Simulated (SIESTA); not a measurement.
# MoS2 in SIESTA: the effect of functional

MoS2:

```
CELL_PARAMETERS angstrom
1.58000 0.91221 6.15000
-1.58000 0.91221 6.15000
0.00000 -1.82443 6.15000
ATOMIC_POSITIONS crystal
Mo 0.00000 0.00000 0.00000
S 0.41700 0.41700 0.41700
S 0.25000 0.25000 0.25000
```

Measurements of this composition are mostly on another form, of space group No. 194.

Alike in all runs:

```yaml
Program: SIESTA 5.4.2
Task: single point
Basis: DZP (energy shift 0.003 Ry; two zetas on semicore shells)
Grid_cutoff: 800 Ry
Energy_shift: 0.003 Ry
k_mesh: 7 × 7 × 7
Occupations: fermi-dirac, width 0.05 eV
Spin: no spin polarisation
```

```csv
functional,potentials or basis,gap on the mesh (eV),pressure (GPa),largest force (eV/Å)
LDA,PseudoDojo 0.4 standard (LDA files),1.08,0.6,0.53
PBEsol,PseudoDojo 0.4 standard (PBEsol files),1.10,3.4,0.71
AM05,PseudoDojo 0.4 standard (PBEsol files),1.13,3.0,0.58
WC,PseudoDojo 0.4 standard (PBEsol files),1.10,4.2,0.79
PBE,PseudoDojo 0.4 standard (PBE files),1.14,8.3,0.96
PW91,PseudoDojo 0.4 standard (PBE files),1.13,8.8,1.00
revPBE,PseudoDojo 0.4 standard (PBE files),1.17,10.0,0.97
RPBE,PseudoDojo 0.4 standard (PBE files),1.18,10.6,0.98
BLYP,PseudoDojo 0.4 standard (PBE files),?,?,?
```

**Question.** What does the run with functional BLYP give?

**Answer.** gap on the mesh 1.15 eV; pressure 16.2 GPa; largest force 1.39 eV/Å.

Caveats: an odd mesh through Γ misses points on the zone boundary, where band edges often lie; the basis of atomic orbitals isn't converged, which shifts pressures, moduli and gaps; the potentials were made for another functional, which shifts forces and pressure (some runs).
